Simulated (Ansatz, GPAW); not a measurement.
# An Al chain with two N atoms in line: relaxation, then transmission at several levels, part 2 of 2

How well does an Al chain with two N atoms in line conduct once its atoms have relaxed, and how much do cheaper levels lose?

GPAW 26.7.0 and Ansatz 0.2.0; Ansatz plane waves; relaxation of the junction with the lead ends held (the session's first sound run).

So far, transmission at the Fermi level (one spin): step 3 (plane-wave reference (PBE)) 1.13; step 4 (double-zeta polarised basis, PBE, GPAW) 1.13; step 5 (GPAW, szp: basis = "szp(dzp)", PBE, GPAW) 1.16; step 6 (minimal basis, PBE, GPAW) 1.19. Also open channels of the lead at the Fermi level (one spin): 2 in steps 3, 4 and 6.

**7. LDA in the dzp basis: xc = "LDA"**

Back in the dzp basis, the functional changes from PBE to LDA, to set the spread between functionals beside that between bases.

Contents of run.py:

```python
import json
import numpy as np
from ase import Atoms
from ase.transport.calculators import TransportCalculator
from gpaw import GPAW, FermiDirac
from gpaw.lcao.tools import get_lcao_hamiltonian
from scipy.linalg import eigh

# The junction with lead layers at both ends, along the third cell vector
device = Atoms(
    ['Al', 'Al', 'Al', 'Al', 'Al', 'Al', 'Al', 'N', 'N', 'Al', 'Al', 'Al', 'Al', 'Al', 'Al', 'Al'],
    positions=[
        [4.50000, 4.50000, 1.20000],
        [4.50000, 4.50000, 3.60000],
        [4.50000, 4.50000, 6.00000],
        [4.50000, 4.50000, 8.40000],
        [4.50000, 4.50000, 10.80000],
        [4.10918, 3.69907, 13.31029],
        [4.69178, 4.85322, 15.65656],
        [4.39303, 4.28765, 17.39014],
        [4.39350, 4.28369, 18.59780],
        [4.65454, 4.85134, 20.33587],
        [4.10392, 3.67875, 22.67973],
        [4.50000, 4.50000, 25.18260],
        [4.50000, 4.50000, 27.58260],
        [4.50000, 4.50000, 29.98260],
        [4.50000, 4.50000, 32.38260],
        [4.50000, 4.50000, 34.78260]],
    cell=[[9.0, 0.0, 0.0], [0.0, 9.0, 0.0], [0.0, 0.0, 35.9826]],
    pbc=True)

# One principal layer of the lead: the first 4 atoms of the device
lead = Atoms(
    ['Al', 'Al', 'Al', 'Al'],
    positions=[
        [4.50000, 4.50000, 1.20000],
        [4.50000, 4.50000, 3.60000],
        [4.50000, 4.50000, 6.00000],
        [4.50000, 4.50000, 8.40000]],
    cell=[[9.0, 0.0, 0.0], [0.0, 9.0, 0.0], [0.0, 0.0, 9.6]],
    pbc=True)

settings = dict(mode='lcao', basis='dzp', xc='LDA', h=0.18,
                occupations=FermiDirac(0.1), maxiter=250,
                mixer=dict(beta=0.1, nmaxold=8, weight=100.0),
                convergence=dict(density=0.0001))
energies = np.arange(-2, 2 + 1e-9, 0.025)
eta = 0.0001
n1, n2 = 1, 1
# k and -k transmit alike, so half of the mesh across the current serves
mesh = [(i, j) for i in range(n1) for j in range(n2) if (i, j) <= (-i % n1, -j % n2)]
weights = np.array([1 if (i, j) == (-i % n1, -j % n2) else 2 for i, j in mesh]) / (n1 * n2)

# [... helper functions left out ...]
fermi_lead = ground_state(lead, (1, 1, 12), 'lead.txt')
fermi_device = ground_state(device, (1, 1, 2), 'device.txt')
# [... loop over the mesh left out, but for ...]
        # Shift the lead onto the potential of the device's first layer
        shift = ((H[:, 0, 0] - H0[:, 0, 0]) / S0[0, 0]).real.mean()
# [...]
kT = 8.617333e-5 * 300
bias = [0.1, 0.2, 0.5, 1.0, 1.5, 2.0]
# [... integrals and printing left out ...]
```

Command:

```bash
$ OMP_NUM_THREADS=1 OPENBLAS_NUM_THREADS=1 python run.py
```

The job ended after 2.6 min (1 thread of Intel Xeon Platinum 8375C at 2.90GHz (Ice Lake), shared host; peak memory 1.7 GiB).

Numbers from this step:

```
conductance                                    : 1.140 G₀
thermopower                                    : -12.90 μV/K
largest coupling past the next principal layer : 1.29e-15 eV
largest misfit of the first principal layer    : 0.04215 eV
shift that aligns the lead                     : 0.01424 eV
basis functions of the junction                : 208
basis functions of a principal layer           : 52
transmission at the Fermi level (one spin)     : 1.150
```

The conductance, 1.14 G₀, lies 1.7 % above that of the dzp run.

**8. The structure as built: geometry = "as built"**

The dzp basis with PBE on the structure as first built shows what the relaxation was worth.

Changes to run.py since step 7:

```diff
@@ -17,8 +17,8 @@
         [4.50000, 4.50000, 10.80000],
-        [4.10918, 3.69907, 13.31029],
-        [4.69178, 4.85322, 15.65656],
-        [4.39303, 4.28765, 17.39014],
-        [4.39350, 4.28369, 18.59780],
-        [4.65454, 4.85134, 20.33587],
-        [4.10392, 3.67875, 22.67973],
+        [4.50000, 4.50000, 13.20000],
+        [4.50000, 4.50000, 15.60000],
+        [4.50000, 4.50000, 17.33130],
+        [4.50000, 4.50000, 18.65130],
+        [4.50000, 4.50000, 20.38260],
+        [4.50000, 4.50000, 22.78260],
         [4.50000, 4.50000, 25.18260],
@@ -42,3 +42,3 @@
 
-settings = dict(mode='lcao', basis='dzp', xc='LDA', h=0.18,
+settings = dict(mode='lcao', basis='dzp', xc='PBE', h=0.18,
                 occupations=FermiDirac(0.1), maxiter=250,
```

Elapsed: 2.2 min, on 1 thread; peak memory 1.7 GiB.

This step gave:

* conductance: 1.530 G₀
* largest coupling past the next principal layer: 9.93e-16 eV
* largest misfit of the first principal layer: 0.02004 eV
* shift that aligns the lead: -0.003899 eV
* transmission at the Fermi level (one spin): 1.539

One spin. Transmission, zone mean against energy, zero at the Fermi level:

energy (eV), transmission, zone mean and a bar:
```
   -2.000       0.01 
   -1.900       0.01 
   -1.800       0.01 
   -1.700       0.01 
   -1.600       0.01 
   -1.500       0.00 
   -1.400       0.00 
   -1.300       0.00 
   -1.200       0.00 
   -1.100       0.00 
   -1.000       0.00 
   -0.900       0.00 
   -0.800       0.00 
   -0.700       0.00 
   -0.600       0.00 
   -0.500       0.00 
   -0.400       0.06 #
   -0.300       1.19 ####################
   -0.200       1.42 ########################
   -0.100       1.53 #########################
   -0.050       1.54 ##########################
    0.000       1.54 #########################
    0.100       1.47 ########################
    0.200       1.35 ######################
    0.300       1.23 ####################
    0.400       1.12 ##################
    0.500       1.03 #################
    0.600       0.97 ################
    0.700       0.92 ###############
    0.800       0.88 ###############
    0.900       0.85 ##############
    0.950       1.81 ##############################
    1.000       1.53 #########################
    1.100       1.24 ####################
    1.200       1.11 ##################
    1.300       1.03 #################
    1.400       0.98 ################
    1.500       0.95 ################
    1.600       0.92 ###############
    1.700       0.90 ###############
    1.800       0.89 ###############
    1.900       0.88 ###############
    2.000       0.87 ##############
```

The conductance, 1.53 G₀, lies 37 % above that of the dzp run.

**9. Cost and result by level**

Times are wall times on the hardware named with each run. The series side by side:

```tsv
no.	run	conductance (G₀)	time	memory (GiB)
1	pw PBE	1.125	43 s	2.2
2	dzp	1.121	3.2 min	1.7
3	szp	1.142	2.9 min	1.7
4	sz	1.173	1.9 min	1.5
5	dzp LDA	1.140	2.6 min	1.7
6	asbuilt	1.530	2.2 min	1.7
```

**10. The levels side by side**

The curves are compared point by point over the common energies.

This step: comparison of transmission and cost over codes, levels and geometry (GPAW 26.7.0).

Ladder, by row:

```tsv
step	code	T at the Fermi level (sum over the listed spins)	conductance (G0)	r.m.s. T(E) from the first	wall time (s)	peak memory (GiB)	threads
pw-pbe	Ansatz	1.13	1.125	0	42.78	2.23	4
dzp	GPAW	1.128	1.121	0.03553	191.8	1.72	1
szp	GPAW	1.157	1.142	0.09778	174.3	1.69	1
sz	GPAW	1.189	1.173	0.1017	111.2	1.52	1
dzp-LDA	GPAW	1.15	1.14	0.05437	158.6	1.72	1
asbuilt	GPAW	1.539	1.53	0.322	131.5	1.72	1
```

Transmission, zone mean, sum over the listed spins against energy, zero at the Fermi level:

```tsv
energy (eV)	pw-pbe	dzp	szp	sz	dzp-LDA	asbuilt
-2.0000	0.152	0.164	0.148	0.137	0.172	0.0127
-1.7500	0.0871	0.0918	0.0714	0.0134	0.0988	0.00847
-1.5000	0.0331	0.0327	0.0190	3.9e-11	0.0354	0.00389
-1.2500	3.1e-4	2.7e-9	2.8e-10	9.7e-12	4.4e-9	9.0e-11
-1.0000	0	2.3e-10	1.6e-10	5.3e-11	2.6e-10	2.7e-12
-0.7500	0	1.2e-9	6.7e-10	1.1e-10	1.6e-9	1.8e-12
-0.5000	0	1.5e-6	9.9e-9	9.4e-10	9.8e-8	5.4e-11
-0.3000	0.875	1.05	0.817	1.10	1.08	1.19
-0.2500	1.02	0.892	0.955	0.778	0.845	1.33
0.0000	1.13	1.13	1.16	1.19	1.15	1.54
0.1500	1.34	1.33	1.30	1.32	1.34	1.42
0.2000	1.36	1.36	1.29	1.30	1.35	1.35
0.2500	1.34	1.35	1.24	1.25	1.32	1.29
0.5000	1.19	1.21	1.03	0.990	1.13	1.03
0.7500	1.25	1.25	1.05	1.18	1.16	0.899
1.0000	1.40	1.36	1.22	1.37	1.32	1.53
1.2500	1.51	1.48	1.30	1.46	1.43	1.07
1.5000	1.46	1.51	1.40	1.53	1.48	0.950
1.7500	1.43	1.48	1.43	1.54	1.47	0.897
2.0000	1.45	1.53	1.46	1.53	1.51	0.868
```

**11. A varied run**

One more run, with changed settings.

This step: GPAW LCAO, PAW setups; Landauer transmission from Green's functions with principal layers (ASE), zero bias (GPAW 26.7.0).

Changes to run.py since step 8:

```diff
@@ -17,8 +17,8 @@
         [4.50000, 4.50000, 10.80000],
-        [4.50000, 4.50000, 13.20000],
-        [4.50000, 4.50000, 15.60000],
-        [4.50000, 4.50000, 17.33130],
-        [4.50000, 4.50000, 18.65130],
-        [4.50000, 4.50000, 20.38260],
-        [4.50000, 4.50000, 22.78260],
+        [4.10918, 3.69907, 13.31029],
+        [4.69178, 4.85322, 15.65656],
+        [4.39303, 4.28765, 17.39014],
+        [4.39350, 4.28369, 18.59780],
+        [4.65454, 4.85134, 20.33587],
+        [4.10392, 3.67875, 22.67973],
         [4.50000, 4.50000, 25.18260],
@@ -43,3 +43,3 @@
 settings = dict(mode='lcao', basis='dzp', xc='PBE', h=0.18,
-                occupations=FermiDirac(0.1), maxiter=250,
+                occupations=FermiDirac(0.1), maxiter=75,
                 mixer=dict(beta=0.1, nmaxold=8, weight=100.0),
@@ -47,3 +47,3 @@
 energies = np.arange(-2, 2 + 1e-9, 0.025)
-eta = 0.0001
+eta = 0.2
 n1, n2 = 1, 1
```

The job ended after 2.6 min (1 thread; peak memory 1.7 GiB).

The run finished. A setting was moved off its sound value on purpose, so it serves as a test and not as the result.

The fault put into the input: a broadening of tenths of an eV (eta = 0.2).

The two runs compared:

```tsv
quantity	this run	sound run	difference
conductance (G₀)	0.0041405	1.1205	-1.12
thermopower (μV/K)	-47.923	-12.568	-35.4
largest coupling past the next principal layer (eV)	1.196e-15	1.132e-15	6.4e-17
largest misfit of the first principal layer (eV)	0.040988	0.040988	-1.9e-14
shift that aligns the lead (eV)	0.012174	0.012174	-3.2e-12
transmission at the Fermi level (one spin)	0.0040346	1.1284	-1.12
```

The two runs differ clearly in the transmission at the Fermi level (one spin): 0.00403 against 1.13.

**12. Results**

```
conductance                                        : 1.12 G₀
transmission at the Fermi level, mean of the spins : 1.13
thermopower                                        : -12.6 μV/K
open channels of the lead there                    : 2
```

**Reading.** In the dzp basis the junction conducts 1.12 G₀ at 300 K, with T = 1.13 a spin at the Fermi level; the sz basis reaches that conductance within 10 %. Relaxation moved atoms by up to 0.92 Å and took the conductance from 1.53 to 1.12 G₀, as a ratio a larger change than the step from dzp to the minimal basis. Plane waves (PBE) give T = 1.13 there. The scatterer reflects about 44 % of the incoming channels at the Fermi level. At the Fermi level two eigenchannels carry the current (0.76 and 0.37). The negative thermopower says that the thermally weighted transmission is larger above the Fermi level, as for electron-like transport. Measured against the first run (pw-pbe), the nearest curve is that of dzp (r.m.s. 0.036) and the farthest that of asbuilt (0.32). Over the compared runs wall time goes from 43 s (pw-pbe) to 192 s (dzp), on a shared host; the plane-wave run used 4 threads and the orbital runs 1. The leads kept an estimated spacing and the cell its length, so the junction may be under some tension or compression. An evenly spaced straight chain is an idealisation: free chains tend to dimerise, zigzag or, where a band edge lies near the Fermi level, turn magnetic. The currents use the zero-bias T(E) throughout, which holds only while the bias is small against the distance to the nearest feature.

[Logs are printed without paths, hosts, clocks, repeated set-up lines and the standing remarks that a program may print on its own settings, such as how far it seeks lower states.]

[Hosts, paths, dates, database ids (printed as entryN), source tags and the programs' standing remarks are cut or masked in the printed files.]
